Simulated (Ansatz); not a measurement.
Runs of Ansatz 0.2.0 on ZnCu. The structure is cubic, space group Pm-3m (No. 221). Conventional cell: a = 2.945 Å, b = 2.945 Å, c = 2.945 Å, α = 90.00°, β = 90.00°, γ = 90.00°. Around Zn (site symmetry m-3m) lie 8 Cu at 2.55 Å. Cu (site symmetry m-3m) has 8 Zn at 2.55 Å as nearest neighbours. 

```csv
task,level,potentials or basis,cell,k mesh,cutoff (eV),smearing,driver,points for each segment of the path,other keys,gap on the mesh (eV),pressure (GPa),largest force (eV/Å)
single point,PBE,Ansatz PAW,as given,9 × 9 × 9,420,fermi-dirac 0.05 eV,-,-,-,none,2.6,-
band structure,rPW86-PBE+D4,Ansatz PAW earlier set,"atoms moved at random, drawn with an rms of 0.1 Å",7 × 7 × 7,700,gaussian 0.01 eV,chain,14,-,none,2.0,0.45
single point,PBE,Ansatz PAW,"atoms moved at random, drawn with an rms of 0.05 Å",9 × 9 × 9,420,fermi-dirac 0.05 eV,-,-,-,none,3.2,0.54
band structure,rPW86-PBE+D4,Ansatz PAW earlier set,"atoms moved at random, drawn with an rms of 0.1 Å",7 × 7 × 7,700,gaussian 0.01 eV,-,14,-,none,2.0,0.45
single point,B3LYP+D3(BJ)+ATM,Ansatz PAW earlier set,as given,6 × 6 × 6,700,cold 0.05 eV,calculator,-,basis.xc_grid = 2,none,(a),-
```

Alike in all rows: no spin polarisation.

Q: Estimate the missing entries.

A: (a) -3.0.

Caveats: pairwise dispersion overbinds metals, which lowers pressure and volume (some runs); the potentials were made for another functional, which shifts forces and pressure (some runs); the PAW data sets come from PBE, with cores solved anew for the run's functional, which leaves a small shift of forces and pressure (some runs); the thresholds are loose for stress (some runs).

A gap of «none» marks a metal or a gap under the smearing width.

The runs don't all hold the same shells in valence.
